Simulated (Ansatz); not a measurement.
Level of theory: DFT PBE, scalar-relativistic, plane waves, PAW in Ansatz. All cells share a 420 eV cutoff and Γ-centred k meshes spaced at most about 0.3 Å⁻¹ (about 0.25 or finer for metals, 2π included). No spin polarisation.

These are static total energies at zero pressure.

Two forms of SbSe₅ were relaxed alike.

A. Space group Immm (No. 71), orthorhombic, a = 5.463 Å, b = 7.578 Å, c = 8.355 Å. Around Sb lie 6 Se at 2.73–2.80 Å; Se on a site of symmetry m has 3 Se at 2.74–2.85 Å and 1 Sb at 2.80 Å; Se on a site of symmetry mmm has 2 Sb at 2.73 Å and 4 Se at 2.85 Å.

B. Space group C2/m (No. 12), monoclinic, a = 8.092 Å, b = 5.576 Å, c = 8.767 Å, β = 115.8°. Sb is surrounded by 8 Se at 3.00–3.01 Å; Se on a site of symmetry 1 has 2 Se at 2.64–2.70 Å, 1 Se at 2.87 Å, 2 Sb at 3.00–3.01 Å and 1 Se at 3.46 Å; Se on a site of symmetry 2/m is surrounded by 4 Se at 2.64 Å.

**Question.** Which would you expect to be lower, and how large is the difference?

**Answer.** B is lower, by 13 meV/atom. A has space group Immm (No. 71), 28.8 Å³/atom and no gap on its mesh; B has space group C2/m (No. 12), 29.7 Å³/atom and no gap. Counting Se atoms around Sb (those within 1.25 times the shortest such distance or 1.15 times the sum of covalent radii), A has Sb 6 and B has Sb 8. Even the lower one lies +0.15 eV/atom against the reference forms of the elements (uncorrected), so neither is stable at this level. Both come from invented guesses. The lowest form computed isn't among them: it has space group P-3m1 (No. 164), 28.1 Å³/atom and lies 138 meV/atom below the best shown.

For metals, differences of a few meV/atom aren't resolved. Spin–orbit coupling, which can matter for Sb, is left out. In Immm, C2/m an odd number of electrons in the primitive cell allows no gap without spin; a larger cell or a magnetic state could open one. Cells relaxed within their symmetry can be saddle points. Some types were kept out of the candidates beforehand, so the set may lack a known form.
